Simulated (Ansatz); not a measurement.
# Mo: the cost of one run

Method: DFT PBE, scalar-relativistic, plane waves, PAW, in Ansatz 0.2.0.

3 further runs of the same task are left out: 3 set aside as unsound or not needed.

### Step 1. The structure to begin with

Symmetry: R-3m, No. 166, trigonal system. The conventional cell has a = 3.290 Å, b = 3.290 Å, c = 11.818 Å, α = 90.00°, β = 90.00°, γ = 120.00°. Mo (site symmetry 3m) is surrounded by 1 Mo at 1.36 Å.

As a file:

```cif
data_structure
_symmetry_space_group_name_H-M 'P 1'
_symmetry_Int_Tables_number 1
_cell_length_a 4.3733
_cell_length_b 4.3733
_cell_length_c 4.3733
_cell_angle_alpha 44.192
_cell_angle_beta 44.192
_cell_angle_gamma 44.192
_cell_volume 36.93
loop_
_atom_site_label
_atom_site_type_symbol
_atom_site_fract_x
_atom_site_fract_y
_atom_site_fract_z
_atom_site_occupancy
Mo1 Mo 0.05770 0.05770 0.05770 1
Mo2 Mo 0.94230 0.94230 0.94230 1
```

(A quick probe on a coarse mesh, which set the mesh and smearing, is not shown.)

### Step 3. Coarse relaxation

input.yaml reads:

```yaml
crystal:
  lattice:
    - [1.6450638003, 0.9497780279, 3.9392101751]
    - [-1.6450638003, 0.9497780279, 3.9392101751]
    - [0.0, -1.8995560559, 3.9392101751]
  atoms:
    - { symbol: Mo, position: [0.0577, 0.0577, 0.0577] }
    - { symbol: Mo, position: [0.9423, 0.9423, 0.9423] }
basis:
  ecutwfc: 420
kpoints:
  mp_grid: { grid: [6, 6, 6] }
hamiltonian:
  xc: pbe
scf:
  occupations: { method: gaussian, width: 0.1 }
  lower_state_search: "off"
output:
  forces: true
  stress: true
  eigenvalues: true
relax:
  adjacent_minimum: "off"
  f_tol: 0.04
  max_steps: 70
  cell: { stress_tol: 0.4 }
```

**Question.** How long does this run take on 1 thread of an Arm CPU, shared host, and how much memory does it need?

About 23 s, with a peak of 0.32 GiB.
